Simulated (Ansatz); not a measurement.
# Zr: response to strain

Zr is deformed so: equal xy, yz and zx engineering shear strains of +2 %. What stress and forces result, by LAPW, PAW and all-electron datasets made for the crystal?

Program: Ansatz 0.2.0. Level of theory: DFT PBEsol, scalar-relativistic. These are calculated values, not measurements.

### 1 The system as given

Symmetry: Im-3m, No. 229, cubic system. The conventional cell has a = 3.620 Å, b = 3.620 Å, c = 3.620 Å, α = 90.00°, β = 90.00°, γ = 90.00°. Around Zr (site symmetry m-3m) lie 8 Zr at 3.14 Å.

Coordinates:

```xyz
1
Lattice="-1.8100 1.8100 1.8100 1.8100 -1.8100 1.8100 1.8100 1.8100 -1.8100" Properties=species:S:1:pos:R:3 pbc="T T T"
Zr    0.0000    0.0000    0.0000
```

### 2 After the deformation

Space group Im-3m before, R-3m after.

### 3 LAPW, all electrons

Input file input.yaml:

```yaml
crystal:
  lattice:
    - [-1.7738, 1.81, 1.81]
    - [1.81, -1.7738, 1.81]
    - [1.81, 1.81, -1.7738]
  atoms:
    - { symbol: Zr, position: [0.0, 0.0, 0.0] }
kpoints:
  mp_grid: { grid: [14, 14, 14] }
  band_path:
    path:
      - [0.0, 0.0, 0.0]
      - [0.0, 0.0, 0.5]
      - [-0.5, 0.5, 0.5]
      - [-0.7448729721, 0.2551270279, 0.2551270279]
      - [0.2551270279, 0.2551270279, 0.2551270279]
      - [0.0, 0.0, 0.0]
      - [-0.5, 0.0, 0.5]
    npoints: 5
scf:
  occupations: { method: fermi_dirac, width: 0.08 }
hamiltonian:
  xc: pbesol
  pseudopotentials: { kind: all_electron, lapw: { basis_error: 0.0005 } }
output:
  forces: true
  stress: true
  eigenvalues: true
```

Launch:

```
> ansatz run input.yaml --threads 1 --pin off --max-ram 3072MiB --backend cpu --events-out ev --progress --plain --runs-dir out
```

### 4 Frozen-core PAW

Input file input.yaml:

```yaml
crystal:
  lattice:
    - [-1.7738, 1.81, 1.81]
    - [1.81, -1.7738, 1.81]
    - [1.81, 1.81, -1.7738]
  atoms:
    - { symbol: Zr, position: [0.0, 0.0, 0.0] }
kpoints:
  mp_grid: { grid: [14, 14, 14] }
scf:
  occupations: { method: fermi_dirac, width: 0.08 }
hamiltonian:
  xc: pbesol
  pseudopotentials: { kind: paw }
output:
  forces: true
  stress: true
  eigenvalues: true
  efg: { contact_densities: true }
  write_density: true
  write_potential: true
  elf: true
  volumetric_format: npy
```

### 5 All-electron PAW on datasets made for the crystal

input.yaml: that of step 4 with these lines changed.

```diff
@@ -13,3 +13,3 @@
   xc: pbesol
-  pseudopotentials: { kind: paw }
+  pseudopotentials: { kind: all_electron, datasets: crystal }
 output:
@@ -19,5 +19 @@
   efg: { contact_densities: true }
-  write_density: true
-  write_potential: true
-  elf: true
-  volumetric_format: npy
```

(Steps that only read results are left out.)

What does the calculation give? Wanted: pressure; largest shear or deviatoric stress.

The runs gave:

| quantity | value |
| --- | --- |
| pressure | LAPW -6.64, PAW -6.67, crystal datasets -6.64 GPa |
| largest shear or deviatoric stress (LAPW) | 0.59 GPa |

In words: The largest part of the stress beyond the pressure is 0.59 GPa in size. No run of the undeformed cell stands beside it, so the pressure holds what the given cell had before the change. PAW: stress within 0.02 GPa of LAPW. Crystal datasets: stress within 0.01 GPa of LAPW.
